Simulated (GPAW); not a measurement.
Here is a GPAW 26.7.0 calculation.

run.py

```python
from ase.dft.bandgap import bandgap
from ase.io import read, write
from ase.units import GPa
from gpaw import GPAW, PW

atoms = read('POSCAR')

calc = GPAW(mode=PW(800),
            xc='PBE',
            kpts={'size': (9, 9, 9), 'gamma': True},
            occupations={'name': 'methfessel-paxton', 'order': 0, 'width': 0.025},
            nbands=24,
            convergence={'density': 1e-05, 'energy': 1e-05},
            maxiter=150,
            txt='gpaw.txt')
atoms.calc = calc
energy = atoms.get_potential_energy()
forces = atoms.get_forces()
stress = atoms.get_stress()
calc.write('gs.gpw')
write('result.traj', atoms)
print(f'Energy: {energy:.6f} eV')
print('Forces (eV/A):')
print(forces.round(4))
print('Stress (GPa):', (stress / GPa).round(3))
print('Fermi level:', round(calc.get_fermi_level(), 4), 'eV')
print(f'Gap: {bandgap(calc)[0]:.4f} eV, direct: {bandgap(calc, direct=True)[0]:.4f} eV')
```

The input POSCAR:

```
HfO2
1.0
    0.0000000000      2.5575000000      2.5575000000
    2.5575000000      0.0000000000      2.5575000000
    2.5575000000      2.5575000000      0.0000000000
Hf O
1 2
Direct
    0.0000000000      0.0000000000      0.0000000000
    0.7500000000      0.7500000000      0.7500000000
    0.2500000000      0.2500000000      0.2500000000
```

Potentials or basis: GPAW PAW data sets (gpaw-data 1.2.1), pw.

Command:

```sh
$ OMP_NUM_THREADS=1 python run.py
```

**Question.** Predict the band gap on the k mesh.

**Answer.** 3.84 eV, indirect (least direct gap 3.95 eV).

**Question.** Predict the pressure.

**Answer.** -2.8 GPa.

Caveat: spin-orbit coupling is left out, which moves the levels of the heavy elements; an odd mesh through Γ misses points on the zone boundary, where band edges often lie. As with any semilocal functional, this PBE gap is likely too small.
